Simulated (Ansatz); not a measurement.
# A run on C that went wrong

Intended: C, r2SCAN, plane waves and PAW in Ansatz. The input:

```yaml
crystal:
  lattice:
    - [1.22804797, -2.12706182, 0.0]
    - [1.22804797, 2.12706182, 0.0]
    - [0.0, 0.0, 7.17326776]
  atoms:
    - { symbol: C, position: [0.08337946, 0.91662054, 0.7531376] }
    - { symbol: C, position: [0.58337946, 0.41662054, 0.2468624] }
    - { symbol: C, position: [0.91662054, 0.08337946, 0.2468624] }
    - { symbol: C, position: [0.41662054, 0.58337946, 0.7531376] }
basis:
  ecutwfc: 500
kpoints:
  mp_grid: { grid: [18, 18, 6] }
  mesh: [4, 4, 4]
hamiltonian:
  xc: r2scan
scf:
  occupations: { method: gaussian, width: 0.1 }
output:
  forces: true
  stress: true
  eigenvalues: true
```

Command:

```bash
ansatz run input.yaml --threads 1 --pin off --max-ram 2560MiB --backend cpu --events-out ev --progress --plain --runs-dir out
```

Output, shortened:

```text
Error: YAML parse error: error: line 15 column 3: unknown field `mesh`, expected one of mp_grid, list, band_path, initial_grid, further_shifts
  --> <input>:15:3
   |
13 | kpoints:
14 |   mp_grid: { grid: [18, 18, 6] }
15 |   mesh: [4, 4, 4]
   |   ^ unknown field `mesh`, expected one of mp_grid, list, band_path, initial_grid, further_shifts
16 | hamiltonian:
17 |   xc: r2scan
   |
```

Task: Name the fault and the cure.

Result: The fault is a key that the program doesn't know. The parser takes only the keys that it knows. The cure is the key removed, its setting being given under the right name.

Fix:

```diff
 kpoints:
-  mesh: [4, 4, 4]
```

With the mended input the run converges and gives a gap on the mesh of 0.03 eV, a pressure of -0.12 GPa.

The mended run took 11 s on 1 thread of Intel(R) Xeon(R) 6975P-C (Granite Rapids) (shared host), peak memory 0.55 GiB.

This form isn't the element's structure at ambient conditions.